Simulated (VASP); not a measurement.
Mg3Sb2, 5 atoms in the cell. It takes space group P-3m1 (No. 164, trigonal). Conventional cell: a = 4.582 Å, b = 4.582 Å, c = 7.244 Å, α = 90.00°, β = 90.00°, γ = 120.00°. Mg (site symmetry 3m) has 4 Sb at 2.82 to 2.86 Å as nearest neighbours. Around Mg (site symmetry -3m) lie 6 Sb at 3.15 Å. Sb (site symmetry 3m) has 7 Mg at 2.82 to 3.15 Å as nearest neighbours. 

| Quantity | Value |
| --- | --- |
| Program | VASP 6.6.1 |
| Task | relaxation of cell and atoms |
| Functional | PBEsol |
| Potentials or basis | VASP PAW PBE potentials, release 64 (Mg, Sb) |
| Cutoff | 600 eV |
| k mesh | 9 × 9 × 5 |
| Occupations | gaussian, width 0.03 eV |
| Spin | no spin polarisation |
| Further INCAR settings | ALGO = Normal; EDIFF = 1e-06; IBRION = 2; EDIFFG = -0.01; NSW = 90; ISIF = 3 |

Potentials or basis: VASP PAW PBE potentials, release 64 (Mg, Sb).

Run with:

```console
$ cat potpaw_PBE.64/Mg/POTCAR potpaw_PBE.64/Sb/POTCAR > POTCAR
$ mpirun -np 1 vasp_std > vasp.out
```

Hardware: 1 thread of Intel(R) Xeon(R) 6975P-C (Granite Rapids) (shared host).

Question: Estimate the wall time of this run.

Answer: Run time: 2.6 min on 1 thread of Intel(R) Xeon(R) 6975P-C (Granite Rapids) (shared host), peak memory 0.38 GiB. Counts: scf iterations 42, k points 50, ion steps 6.
